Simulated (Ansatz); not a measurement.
Take GeO₂ in the rutile structure (space group P4_2/mnm, No. 136; a = 4.4884 Å, c = 2.9053 Å) as the base.

Calculations: PBE in Ansatz (plane waves to 420 eV, PAW, scalar-relativistic without spin-orbit coupling), earlier PAW set.

Carriers are added at fixed cell with a uniform background; the Fermi–Dirac width is that of 300 K.

One change was made to it. Results:

The Fermi level relative to the doped band's edge (positive inside the band; to 0.05 eV) comes out as +0.50 eV; the gap between the host's bands grows by 0.13 eV (1.22 eV → 1.35 eV); the gap character is still direct at Γ.

Problem. Which change produced these results?
(A) electrons 5.0×10^21 cm⁻³
(B) electrons 2.0×10^22 cm⁻³
(C) holes 5.0×10^21 cm⁻³
(D) electrons 3.0×10^21 cm⁻³

Solution. C, holes 5.0×10^21 cm⁻³. For comparison, the Fermi level from band edge in the other runs: electrons 3.0×10^21 cm⁻³ gives +1.90 eV; electrons 5.0×10^21 cm⁻³ gives +2.30 eV; electrons 2.0×10^22 cm⁻³ gives +3.45 eV.

Carriers are added with a uniform compensating background; total energy and stress of such cells depend on the potential's zero and are not compared; many-body gap narrowing is missing at this level. Whether these cells are dynamically stable was not tested.

Ansatz is a first-principles code.
